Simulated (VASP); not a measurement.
**Li: single point with PBE**

Li:

```xyz
2
Lattice="3.0796 0.0000 0.0000 -1.5398 2.6670 0.0000 0.0000 0.0000 5.0416" Properties=species:S:1:pos:R:3 pbc="T T T"
Li    0.0000    1.7780    1.2604
Li    1.5398    0.8890    3.7812
```

This isn't the form of Li at room conditions, which is bcc.

The cell isn't the ideal one: volume scaled by 0.97.

| Quantity | Value |
| --- | --- |
| Program | VASP 6.6.1 |
| Task | single point |
| Functional | PBE |
| Potentials or basis | VASP PAW PBE potentials, release 64 (Li_sv) |
| Cutoff | 520 eV |
| k mesh | 15 × 15 × 8 |
| Occupations | fermi-dirac, width 0.08 eV |
| Spin | no spin polarisation |
| Dipole correction | no |
| Further INCAR settings | ALGO = Fast; EDIFF = 1e-06; NBANDS = 10 |

```yaml
Band_gap_on_the_k_mesh: none (metal or under the smearing width)
```

Levels at points of the mesh, in eV from the Fermi level:
| k point | band 1 | band 2 | band 3 | band 4 | band 5 | band 6 |
| --- | --- | --- | --- | --- | --- | --- |
| (0.00, 0.00, 0.00) | -46.57 | -46.56 | -3.53 | -0.02 | 2.84 | 12.30 |
| (0.00, 0.00, 0.50) | -46.56 | -46.56 | -2.43 | -2.43 | 7.82 | 7.82 |

Run time: 64 s on 1 thread of Intel(R) Xeon(R) Platinum 8375C CPU @ 2.90GHz (Ice Lake), with other jobs on the host, peak memory 0.17 GiB.
